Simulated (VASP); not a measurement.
Here is a VASP 6.6.1 calculation.

File INCAR:

```
SYSTEM = SrTiO3
  ALGO = Normal
  EDIFF = 1E-7
  EDIFFG = -0.01
  ENCUT = 600
  GGA = PE
  IBRION = 2
  ISIF = 2
  ISMEAR = 0
  IVDW = 12
  LASPH = .TRUE.
  LCHARG = .FALSE.
  LREAL = .FALSE.
  LWAVE = .FALSE.
  NELM = 80
  NSW = 40
  PREC = Accurate
  SIGMA = 0.03
```

Contents of KPOINTS:

```
k-points
0
G
  8 8 8
  0 0 0
```

File POSCAR:

```
SrTiO3                                  
1.0
    3.9392388975      0.0000000000      0.0000000000
    0.0000000000      3.9392388975      0.0000000000
    0.0000000000      0.0000000000      3.9392388975
  Sr              Ti              O             
     1     1     3
Direct
     0.5000000000000000    0.5000000000000000    0.5000000000000000
     0.0000000000000000    0.0000000000000000    0.0000000000000000
     0.5000000000000000    0.0000000000000000    0.0000000000000000
     0.0000000000000000    0.5000000000000000    0.0000000000000000
     0.0000000000000000    0.0000000000000000    0.5000000000000000
```

Potentials or basis: VASP PAW PBE potentials, release 64 (Sr_sv, Ti_sv, O).

Launch:

```console
$ cat potpaw_PBE.64/Sr_sv/POTCAR potpaw_PBE.64/Ti_sv/POTCAR potpaw_PBE.64/O/POTCAR > POTCAR
$ mpirun -np 1 vasp_std > vasp.out
```

(1) Predict the dispersion energy per atom.

(2) What does it give for the band gap on the k mesh?

Answers

(1) -0.258 eV.

(2) 1.81 eV, indirect (least direct gap 2.18 eV).

Caveat: the relaxation stopped at its first step, so nothing moved.
